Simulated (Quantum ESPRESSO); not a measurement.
# CoO: Wannier functions with PBE

Crystal: CoO.

```
Co O
1.0
     1.50547    0.86918    2.43993
    -1.50547    0.86918    2.43993
     0.00000   -1.73837    2.43993
Co O
1 1
Direct
  0.00000 0.00000 0.00000
  0.50000 0.50000 0.50000
```

The cell is a database's computed one.

- Program: Quantum ESPRESSO 7.5
- Task: Wannier functions
- Functional: PBE
- Potentials or basis: PseudoDojo 0.4.1 SR PBE standard
- Cutoff: 1306 eV
- Density cutoff: 5225 eV
- k mesh: 9 × 9 × 9
- Occupations: fermi-dirac, width 0.05 eV
- Spin: collinear spin, ferromagnetic start
- Starting moments: [2.0, 0.0] μB
- Iterations: 0
- Mixing beta: 0.3
- Most SCF iterations: 120
- SCF threshold: 4e-10 Ry
- k mesh for the Wannier functions: 6 × 6 × 6
- Projections: Co spd, O sp

```yaml
Pressure: 0.0 GPa
Band_gap_on_the_k_mesh: none (metal or under the smearing width)
Net_moment: 2.98 μB per cell
Absolute_moment: 3.00 μB per cell
Site_moments: Co +2.53; O +0.35 μB
Valence_electrons_inside_the_program's_atomic_spheres: Co 14.61; O 5.77
Total_Wannier_spread: 22.73 Å² over 26 functions
RMS_miss_of_the_Wannier_bands: 0.002 eV
```

Stress tensor (GPa, compression positive):
```
 0.12  0.00  0.00
 0.00  0.12  0.00
 0.00  0.00 -0.26
```

Levels at the corners of the path, in eV from the Fermi level:
Spin up:
| point | band 11 | band 12 | band 13 | band 14 | band 15 | band 16 |
| --- | --- | --- | --- | --- | --- | --- |
| Γ | -3.25 | -3.21 | -3.20 | 0.99 | 16.79 | 18.00 |
| L | -1.95 | -0.03 | -0.02 | 5.05 | 9.30 | 13.44 |
| B1 | -2.42 | -2.22 | -1.50 | 8.11 | 9.92 | 10.00 |
| B | -2.42 | -2.22 | -1.50 | 8.11 | 9.92 | 10.00 |
| Z | -1.91 | -0.02 | -0.02 | 4.99 | 9.42 | 13.34 |
| Γ | -3.25 | -3.21 | -3.20 | 0.99 | 16.79 | 18.00 |
| X | -2.21 | -2.08 | -1.45 | 7.45 | 9.67 | 9.76 |
| Q | -2.21 | -2.08 | -1.45 | 7.45 | 9.67 | 9.76 |
| F | -2.59 | -2.23 | -2.21 | 5.89 | 9.78 | 11.62 |
| P1 | -2.19 | -2.07 | -1.43 | 7.45 | 9.62 | 9.80 |
| Z | -1.91 | -0.02 | -0.02 | 4.99 | 9.42 | 13.34 |
| L | -1.95 | -0.03 | -0.02 | 5.05 | 9.30 | 13.44 |
| P | -2.19 | -2.07 | -1.43 | 7.45 | 9.62 | 9.80 |
Spin down:
```csv
point,band 8,band 9,band 10,band 11,band 12,band 13
Γ,-2.58,-1.12,-1.12,-1.09,0.04,0.04
L,-4.66,-0.13,-0.11,0.19,2.69,2.71
B1,-5.09,-0.38,-0.37,0.15,0.88,1.60
B,-5.09,-0.38,-0.37,0.15,0.88,1.60
Z,-4.73,-0.10,-0.10,0.20,2.72,2.72
Γ,-2.58,-1.12,-1.12,-1.09,0.04,0.04
X,-4.33,-1.04,-0.01,0.17,1.12,1.58
Q,-4.33,-1.04,-0.01,0.17,1.12,1.58
F,-3.86,-2.26,0.14,0.15,0.52,0.99
P1,-4.39,-1.00,-0.01,0.16,1.12,1.60
Z,-4.73,-0.10,-0.10,0.20,2.72,2.72
L,-4.66,-0.13,-0.11,0.19,2.69,2.71
P,-4.39,-1.00,-0.01,0.16,1.12,1.60
```

Spin up: Wannier functions:
| function | nearest atom | distance (Å) | spread (Å²) | on-site energy from the reference level (eV) |
| --- | --- | --- | --- | --- |
| 1 | 1 Co | 0.00 | 1.69 | 6.76 |
| 2 | 1 Co | 0.00 | 1.70 | 13.31 |
| 3 | 1 Co | 0.00 | 1.70 | 13.31 |
| 4 | 1 Co | 0.00 | 1.70 | 13.31 |
| 5 | 1 Co | 0.00 | 0.48 | -2.95 |
| 6 | 1 Co | 0.00 | 0.45 | -3.52 |
| 7 | 1 Co | 0.00 | 0.45 | -3.52 |
| 8 | 1 Co | 0.00 | 0.46 | -3.24 |
| 9 | 1 Co | 0.00 | 0.46 | -3.24 |
| 10 | 2 O | 0.00 | 0.50 | -17.32 |
| 11 | 2 O | 0.00 | 0.53 | -3.46 |
| 12 | 2 O | 0.00 | 0.53 | -3.47 |
| 13 | 2 O | 0.00 | 0.53 | -3.47 |
Spin down: Wannier functions:
```tsv
function	nearest atom	distance (Å)	spread (Å²)	on-site energy from the reference level (eV)
1	1 Co	0.00	1.73	7.51
2	1 Co	0.00	1.74	13.82
3	1 Co	0.00	1.74	13.84
4	1 Co	0.00	1.74	13.84
5	1 Co	0.00	0.52	-0.77
6	1 Co	0.00	0.51	-0.34
7	1 Co	0.00	0.51	-0.34
8	1 Co	0.00	0.51	-0.56
9	1 Co	0.00	0.51	-0.56
10	2 O	0.00	0.49	-16.60
11	2 O	0.00	0.52	-2.80
12	2 O	0.00	0.51	-2.81
13	2 O	0.00	0.51	-2.81
```

Parts of the spread (Å²): spin up: invariant 6.15, diagonal 0.000, off-diagonal 5.04, total 11.19; spin down: invariant 6.25, diagonal 0.000, off-diagonal 5.29, total 11.54. Against the direct bands the interpolation misses by 2 meV (root mean square) and 25 meV at most, for states up to 1 eV over the reference level.

It took 11 min on 1 thread of Arm Neoverse V2, on a shared host, peak memory 0.38 GiB.

Caveat: a cell with one magnetic atom can't hold antiferromagnetic order, which such compounds often take; semilocal functionals often make such compounds metallic where correlation or magnetic order opens a gap, which also shifts bond lengths. With open d or f shells a metallic result of PBE can be an artefact of self-interaction; +U or a hybrid may open a gap.
